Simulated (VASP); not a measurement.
# PtSe2 (P-3m1) in VASP: single point with PBE

Aim: the single point of PtSe2 with PBE.

Program: VASP 6.6.1. These are calculated values, not measurements. Logs are shortened: lines on timing, memory, paths and dates and some standing lists are left out, and cuts for length are marked.

**1. Starting point**

Symmetry: P-3m1, No. 164, trigonal system. Conventional cell: a = 3.728 Å, b = 3.728 Å, c = 5.031 Å, α = 90.00°, β = 90.00°, γ = 120.00°. Pt (site symmetry -3m) has 6 Se at 2.51 Å as nearest neighbours. Se (site symmetry 3m) is surrounded by 3 Pt at 2.51 Å.

**2. Single point, PBE**

Contents of INCAR:

```
SYSTEM = PtSe2
ALGO = Normal ; EDIFF = 1E-7
ENCUT = 520 ; GGA = PE
ISIF = 2 ; ISMEAR = 0
LASPH = .True. ; LCHARG = .True.
LELF = .True. ; LREAL = .False.
LVHAR = .True. ; LWAVE = .False.
NBANDS = 18 ; NELM = 100
PREC = Accurate ; SIGMA = 0.03
```

Contents of KPOINTS:

```
k-points
0
Gamma
  10 10 8
  0 0 0
```

Contents of POSCAR:

```
PtSe2
1.0
    3.7278000000      0.0000000000      0.0000000000
   -1.8639000000      3.2283695002      0.0000000000
    0.0000000000      0.0000000000      5.0313000000
Pt Se
1 2
Direct
    0.0000000000      0.0000000000      0.0000000000
    0.3333333333      0.6666666667      0.2550000000
    0.6666666667      0.3333333333      0.7450000000
```

Potentials or basis: VASP PAW PBE potentials, release 64 (Pt, Se).

Launch:

```bash
cat potpaw_PBE.64/Pt/POTCAR potpaw_PBE.64/Se/POTCAR > POTCAR
mpirun -np 1 vasp_std > vasp.out
```

OUTCAR:

```text
SYSTEM = PtSe2
   EDIFF = 1E-7
   ENCUT = 520
   GGA = PE
   ISIF = 2
   ISMEAR = 0
   LASPH = .True.
   LREAL = .False.
   NELM = 100
   PREC = Accurate

 ion  position               nearest neighbor table
   1  0.000  0.000  0.000-   2 2.51   3 2.51   2 2.51   3 2.51   3 2.51   2 2.51
   2  0.333  0.667  0.255-   1 2.51   1 2.51   1 2.51
   3  0.667  0.333  0.745-   1 2.51   1 2.51   1 2.51

  LATTYP: Found a hexagonal cell.
 ALAT       =     3.7278000000
 C/A-ratio  =     1.3496700467

  Lattice vectors:

 A1 = (   3.7278000000,   0.0000000000,   0.0000000000)
 A2 = (  -1.8639000000,   3.2283695002,   0.0000000000)
 A3 = (   0.0000000000,   0.0000000000,   5.0313000000)

Analysis of symmetry for initial positions (statically):
=====================================================================
 Subroutine PRICEL returns:
 Original cell was already a primitive cell.

 Routine SETGRP: Setting up the symmetry group for a
 hexagonal supercell.

 Subroutine GETGRP returns: Found 12 space group operations
 (whereof 12 operations were pure point group operations)
 out of a pool of 24 trial point group operations.

The static configuration has the point symmetry D_3d.

Analysis of symmetry for dynamics (positions and initial velocities):
=====================================================================
 Subroutine PRICEL returns:
 Original cell was already a primitive cell.

 Routine SETGRP: Setting up the symmetry group for a
 hexagonal supercell.

 Subroutine GETGRP returns: Found 12 space group operations
 (whereof 12 operations were pure point group operations)
 out of a pool of 24 trial point group operations.

The dynamic configuration has the point symmetry D_3d.

 Subroutine INISYM returns: Found 12 space group operations
 (whereof 12 operations are pure point group operations),
 and found     1 'primitive' translations

----------------------------------------------------------------------------------------

                                     Primitive cell

  volume of cell :      60.5503

  direct lattice vectors                    reciprocal lattice vectors
     3.727800000  0.000000000  0.000000000     0.268254735  0.154876943  0.000000000
    -1.863900000  3.228369500  0.000000000     0.000000000  0.309753887  0.000000000
     0.000000000  0.000000000  5.031300000     0.000000000  0.000000000  0.198755789

  length of vectors
     3.727800000  3.727800000  5.031300000     0.309753887  0.309753887  0.198755789

  position of ions in fractional coordinates (direct lattice)
     0.000000000  0.000000000  0.000000000
     0.333333333  0.666666667  0.255000000
     0.666666667  0.333333333  0.745000000

  ion indices of the primitive-cell ions
   primitive index   ion index
                 1           1
                 2           2
                 3           3

----------------------------------------------------------------------------------------

 KPOINTS: k-points

Automatic generation of k-mesh.
 Grid dimensions read from file:
 generate k-points for:   10   10    8

 Generating k-lattice:

  Cartesian coordinates                     Fractional coordinates (reciprocal lattice)
     0.026825473  0.015487694  0.000000000     0.100000000 -0.000000000  0.000000000
     0.000000000  0.030975389  0.000000000     0.000000000  0.100000000  0.000000000
     0.000000000  0.000000000  0.024844474     0.000000000  0.000000000  0.125000000

  Length of vectors
     0.030975389  0.030975389  0.024844474

  Shift w.r.t. Gamma in fractional coordinates (k-lattice)
     0.000000000  0.000000000  0.000000000

 Subroutine IBZKPT returns following result:
 ===========================================

 Found     94 irreducible k-points:

 Following reciprocal coordinates:
            Coordinates               Weight
  0.000000  0.000000  0.000000      1.000000
  0.100000  0.000000  0.000000      6.000000
  0.200000  0.000000  0.000000      6.000000
  0.300000  0.000000  0.000000      6.000000
  0.400000 -0.000000  0.000000      6.000000
  0.500000 -0.000000  0.000000      3.000000
[... 16 lines left out ...]
  0.000000  0.400000  0.125000      6.000000
  0.500000 -0.000000  0.125000      6.000000
 [... further k-points ...]
   k-points           NKPTS =     94   k-points in BZ     NKDIM =     94   number of bands    NBANDS=     18
   number of dos      NEDOS =    301   number of ions     NIONS =      3
   total plane-waves  NPLWV =  31360
   dimension x,y,z NGX =    28 NGY =   28 NGZ =   40
   dimension x,y,z NGXF=    56 NGYF=   56 NGZF=   80
   ions per type =               1   2
   NGX,Y,Z   is equivalent  to a cutoff of  12.49, 12.49, 13.22 a.u.
   NGXF,Y,Z  is equivalent  to a cutoff of  24.97, 24.97, 26.43 a.u.
 SYSTEM =  PtSe2
   PREC   = accura    normal or accurate (medium, high low for compatibility)
   ISTART =      0    job   : 0-new  1-cont  2-samecut
   ICHARG =      2    charge: 1-file 2-atom 10-const
   ISPIN  =      1    spin polarized calculation?
   LNONCOLLINEAR =      F non collinear calculations
   LSORBIT =      F    spin-orbit coupling
   LASPH  =      T    aspherical Exc in radial PAW
   ENCUT  =  520.0 eV  38.22 Ry    6.18 a.u.   6.93  6.93  9.35*2*pi/ulx,y,z
   NELM   =    100;   NELMIN=  2; NELMDL= -5     # of ELM steps
   EDIFF  = 0.1E-06   stopping-criterion for ELM
   LREAL  =      F    real-space projection
   EDIFFG = 0.1E-05   stopping-criterion for IOM
   NSW    =      0    number of steps for IOM
   IBRION =     -1    ionic relax: 0-MD 1-quasi-New 2-CG
   NFREE  =      0    steps in history (QN), initial steepest desc. (CG)
   ISIF   =      2    stress and relaxation
   ISYM   =      2    0-nonsym 1-usesym 2-fastsym
   POTIM  = 0.5000    time-step for ionic-motion
   TEBEG  =    0.0;   TEEND  =   0.0 temperature during run
   PSTRESS=    0.0 pullay stress
   NELECT =      22.0000    total number of electrons
   NUPDOWN=      -1.0000    fix difference up-down
   EMIN   =  10.00;   EMAX   =-10.00  energy-range for DOS
   EFERMI =   0.00;   METHOD = LEGACY
   ISMEAR =     0;   SIGMA  =   0.03  broadening in eV -4-tet -1-fermi 0-gaus
   EFERMI_NEDOS =   21; number of points for ismear=-14 and -15
   IALGO  =     38    algorithm
   IMIX   =      4    mixing-type and parameters
     AMIX     =   0.40;   BMIX     =  1.00
     AMIX_MAG =   1.60;   BMIX_MAG =  1.00
  volume/ion in A,a.u.               =      20.18       136.20
  Fermi-wavevector in a.u.,A,eV,Ry     =   1.168182  2.207543 18.567168  1.364648
  Thomas-Fermi vector in A             =   2.304672
   LORBIT       =      0    0 simple, 1 ext, 2 COOP (PROOUT), +10 PAW based schemes
   GGA     = PE    functional components
   LHFCALC =     F    Hartree Fock is set to
   AEXX    =    0.0000 exact exchange contribution
   IVDW    =     0    specifies the selected vdW correction
   LEPSILON=     F    determine dielectric tensor
   LRPA    =     F    only Hartree local field effects (RPA)
 non-spin polarized calculation
 Gauss-broadening in eV      SIGMA  =   0.03
  energy-cutoff  :      520.00
  volume of cell :       60.55
 maximum number of plane-waves:      1650
   NGX = 13   NGY = 13   NGZ = 19

 number of electron      22.0000000 magnetization

 Free energy of the ion-electron system (eV)
  ---------------------------------------------------
  ext. energy  EPLUGINS =         0.00000000
  ---------------------------------------------------
  free energy    TOTEN  =       -14.20210152 eV

  energy without entropy =      -14.20139592  energy(sigma->0) =      -14.20174872

 E-fermi :   6.5851     XC(G=0): -10.6759

 val. band max:        6.5847273667   @ k =   0.3000   0.3000   0.0000
 cond. band min:       6.6120224196   @ k =  -0.1000   0.4000   0.2500
 fundamental gap:      0.0272950529
 Fermi energy:         6.5851471809

 k-point     1 :       0.0000    0.0000    0.0000
  band No.  band energies     occupation
      1      -9.1080      2.00000
      2      -6.2820      2.00000
      3      -0.6354      2.00000
      4       0.1902      2.00000
      5       0.1902      2.00000
      6       2.6038      2.00000
[... 10 lines left out ...]
     17      13.8702      0.00000
     18      18.4477      0.00000

 k-point     2 :       0.1000    0.0000    0.0000
  band No.  band energies     occupation
      1      -8.9969      2.00000
      2      -6.3316      2.00000
      3      -0.5004      2.00000
      4       0.2612      2.00000
      5       0.2713      2.00000
      6       2.4516      2.00000
[... 10 lines left out ...]
     17      14.2253      0.00000
     18      16.7913      0.00000

 k-point     3 :       0.2000    0.0000    0.0000
  band No.  band energies     occupation
      1      -8.6800      2.00000
      2      -6.4659      2.00000
      3      -0.1275      2.00000
      4       0.4490      2.00000
      5       0.5101      2.00000
      6       1.8409      2.00000
[... 10 lines left out ...]
     17      14.9037      0.00000
     18      15.2364      0.00000

 k-point     4 :       0.3000    0.0000    0.0000
  band No.  band energies     occupation
      1      -8.2106      2.00000
      2      -6.6563      2.00000
      3       0.2113      2.00000
      4       0.6689      2.00000
      5       0.7645      2.00000
      6       1.1813      2.00000
[... 10 lines left out ...]
     17      14.5975      0.00000
     18      15.0200      0.00000

 k-point     5 :       0.4000   -0.0000    0.0000
  band No.  band energies     occupation
      1      -7.6881      2.00000
      2      -6.8940      2.00000
      3      -0.3764      2.00000
      4       0.8046      2.00000
      5       1.0485      2.00000
      6       1.8148      2.00000
[... 10 lines left out ...]
     17      14.0559      0.00000
     18      16.5022      0.00000

 k-point     6 :       0.5000   -0.0000    0.0000
  band No.  band energies     occupation
      1      -7.2874      2.00000
      2      -7.1670      2.00000
      3      -0.7094      2.00000
      4       0.8386      2.00000
      5       1.2727      2.00000
      6       2.4256      2.00000
[... 10 lines left out ...]
     17      13.8524      0.00000
     18      17.8308      0.00000

 k-point     7 :       0.1000    0.1000    0.0000
  band No.  band energies     occupation
      1      -8.7828      2.00000
      2      -6.4228      2.00000
      3      -0.2439      2.00000
      4       0.3956      2.00000
      5       0.4227      2.00000
      6       2.2085      2.00000
[... 10 lines left out ...]
     17      14.9418      0.00000
     18      15.4690      0.00000

 k-point     8 :       0.2000    0.1000    0.0000
  band No.  band energies     occupation
      1      -8.3889      2.00000
      2      -6.5797      2.00000
      3       0.1860      2.00000
      4       0.5822      2.00000
      5       0.7059      2.00000
      6       1.4007      2.00000
[... 10 lines left out ...]
     17      14.4906      0.00000
     18      15.4950      0.00000
[... 229 lines left out ...]
     17      15.0399      0.00000
     18      15.5295      0.00000

 k-point    20 :       0.3000    0.0000    0.1250
  band No.  band energies     occupation
      1      -8.1371      2.00000
      2      -6.7734      2.00000
      3       0.3871      2.00000
      4       0.6391      2.00000
      5       0.7126      2.00000
      6       1.3927      2.00000
[... 10 lines left out ...]
     17      14.5190      0.00000
     18      15.2639      0.00000

 k-point    21 :       0.0000    0.3000    0.1250
  band No.  band energies     occupation
      1      -8.1863      2.00000
      2      -6.6678      2.00000
      3      -0.1593      2.00000
      4       0.6048      2.00000
      5       0.7386      2.00000
      6       1.3656      2.00000
[... 10 lines left out ...]
     17      15.0720      0.00000
     18      15.6283      0.00000

 k-point    22 :       0.4000   -0.0000    0.1250
  band No.  band energies     occupation
      1      -7.5984      2.00000
      2      -7.0022      2.00000
      3      -0.3116      2.00000
      4       0.8125      2.00000
      5       1.2816      2.00000
      6       1.5783      2.00000
[... 10 lines left out ...]
     17      14.2876      0.00000
     18      16.3203      0.00000

 k-point    23 :       0.0000    0.4000    0.1250
  band No.  band energies     occupation
      1      -7.7115      2.00000
      2      -6.8333      2.00000
      3      -0.5620      2.00000
      4       0.6854      2.00000
      5       0.7354      2.00000
      6       2.0576      2.00000
[... 10 lines left out ...]
     17      14.8778      0.00000
     18      16.4711      0.00000

 k-point    24 :       0.5000   -0.0000    0.1250
  band No.  band energies     occupation
      1      -7.3215      2.00000
      2      -7.1147      2.00000
      3      -0.7544      2.00000
      4       0.7987      2.00000
      5       1.1143      2.00000
      6       2.2824      2.00000
[... 10 lines left out ...]
     17      14.4599      0.00000
     18      17.2087      0.00000

 [... further k-points ...]

------------------------ aborting loop because EDIFF is reached ----------------------------------------

  FORCE on cell =-STRESS in cart. coord.  units (eV):
  Direction    XX          YY          ZZ          XY          YZ          ZX
  --------------------------------------------------------------------------------------
  -------------------------------------------------------------------------------------
  Total        2.5245901      2.5245901      1.7531169      0.0000000      0.0000000      0.0000000
  in kB       66.8013743     66.8013743     46.3879747      0.0000000      0.0000000      0.0000000
  external PRESSURE =      59.9969078 kB  Pullay stress =       0.0000000 kB

 VOLUME and BASIS-vectors are now :
 -----------------------------------------------------------------------------
  energy-cutoff  :      520.00
  volume of cell :       60.55
      direct lattice vectors                 reciprocal lattice vectors
     3.727800000  0.000000000  0.000000000     0.268254735  0.154876943  0.000000000
    -1.863900000  3.228369500  0.000000000     0.000000000  0.309753887  0.000000000
     0.000000000  0.000000000  5.031300000     0.000000000  0.000000000  0.198755789

 POSITION                                       TOTAL-FORCE (eV/Angst)
 -----------------------------------------------------------------------------------
      0.00000      0.00000      0.00000        -0.000000      0.000000      0.000000
     -0.00000      2.15225      1.28298         0.000000      0.000000      0.321675
      1.86390      1.07612      3.74832        -0.000000      0.000000     -0.321675
 -----------------------------------------------------------------------------------
    total drift:                               -0.000000     -0.000000     -0.000000

  FREE ENERGIE OF THE ION-ELECTRON SYSTEM (eV)
  ---------------------------------------------------
  free  energy   TOTEN  =       -14.2021015206 eV

  energy  without entropy=      -14.2013959201  energy(sigma->0) =      -14.20174872
```

It took 53 s on 1 thread of Intel Xeon Platinum 8559C (Emerald Rapids), shared host; peak memory 0.25 GiB.

Results:

```yaml
Free_energy: -14.2021 eV
Pressure: 6.0 GPa
Largest_force: 0.322 eV/Å
Band_gap_on_the_k_mesh: none (metal or under the smearing width)
```

Forces in eV/Å, atoms in the order of the input:
```
Pt   0.000  0.000  0.000
Se   0.000  0.000  0.322
Se   0.000  0.000 -0.322
```

Levels at points of the mesh, in eV from the Fermi level:
```
           k point  band 8  band 9  band 10  band 11  band 12  band 13  band 14  band 15
(0.00, 0.00, 0.00)   -2.62   -1.06    -1.06     0.47     1.33     1.33     3.54     4.16
(0.50, 0.00, 0.00)   -3.56   -3.46    -3.39    -2.99     0.58     2.33     4.83     5.84
(0.00, 0.00, 0.50)   -3.00   -1.75    -1.55    -1.55     2.26     2.26     4.82     6.35
(0.50, 0.00, 0.50)   -3.48   -3.20    -2.77    -1.36     0.85     1.49     4.56     4.76
```

Spin-orbit coupling is left out, which matters for the levels of Pt.
